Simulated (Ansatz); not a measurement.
Relaxed bulk Ti:

```xyz
1
Lattice="-1.6259 1.6259 1.6259 1.6259 -1.6259 1.6259 1.6259 1.6259 -1.6259" Properties=species:S:1:pos:R:3 pbc="T T T"
Ti    0.0000    0.0000    0.0000
```

Miller indices refer to the conventional cell of Im-3m (No. 229), a = 3.252 Å, b = 3.252 Å, c = 3.252 Å, α = 90.00°, β = 90.00°, γ = 90.00°.

The (110) slab of 5 planes, 9.2 Å thick with 15 Å of vacuum as cut; outer planes Ti (top) and Ti (bottom).

These are results of Ansatz 0.2.0, DFT r2SCAN, scalar-relativistic, plane waves, PAW, not measurements. Cutoff 500 eV; k points 13×13×1 on the computed 5-atom cell (Γ-centred); Gaussian smearing, width 0.10 eV; no spin polarisation. The cell repeats along c with a dipole correction in the vacuum.

With the atoms at the bulk's places:

```json
{
  "Surface energy (mean of both faces)": "2.05 J/m²",
  "Work function": "4.43 eV"
}
```

(1) What changes when all atoms relax within this surface cell and its symmetry?

Answers

(1) The energy falls by 0.086 J/m² a face, and the largest move is 0.14 Å.

```
Surface energy (mean of both faces) : 1.96 J/m²
Work function                       : 4.46 eV
```

```tsv
plane (bottom to top)	atoms	spacing to next, bulk (Å)	relaxed (Å)	change (%)
1	Ti	2.299	2.124	-7.6
2	Ti	2.299	2.334	+1.5
3	Ti	2.299	2.334	+1.5
4	Ti	2.299	2.124	-7.6
5	Ti
```

The reference crystal is the bcc form of Ti, which isn't its usual structure.